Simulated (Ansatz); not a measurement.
Nb, DFT, PBE, all-electron LAPW, scalar-relativistic (Ansatz 0.2.0), run on 1 thread of Intel(R) Xeon(R) 6975P-C (Granite Rapids) on a shared host.

The cell is COD entry 1534903, as deposited and not checked against the literature; nothing was relaxed. The listed cell was then made from it by scaling, straining or moving an atom.

Command: `ansatz run input.yaml --threads 1 --pin off --max-ram 3072MiB --backend cpu --events-out ev --progress --plain --runs-dir out`

```yaml
crystal:
  lattice:
    - [0.0, 2.0864154149, 2.0864154149]
    - [2.0864154149, 0.0, 2.0864154149]
    - [2.0864154149, 2.0864154149, 0.0]
  atoms:
    - { symbol: Nb, position: [0.0, 0.0, 0.0] }
kpoints:
  mp_grid: { grid: [13, 13, 13] }
  band_path:
    path:
      - [0.0, 0.0, 0.0]
      - [0.5, 0.0, 0.5]
      - [0.625, 0.25, 0.625]
      - [0.375, 0.375, 0.75]
      - [0.0, 0.0, 0.0]
      - [0.5, 0.5, 0.5]
      - [0.5, 0.25, 0.75]
      - [0.5, 0.0, 0.5]
    npoints: 5
scf:
  occupations: { method: fermi_dirac, width: 0.08 }
hamiltonian:
  xc: pbe
  pseudopotentials: { kind: all_electron, lapw: { basis_error: 0.00025 } }
output:
  forces: true
  stress: true
  eigenvalues: true
```

Q: How large is the problem that the program sets up?

A: 84 irreducible k-points, 169 plane waves at Γ, 19 bands.

Q: Estimate the wall time and the peak memory.

A: 4.8 s of wall time for 6 SCF iterations, with a peak of 0.33 GiB. Times on shared machines scatter by tens of per cent.
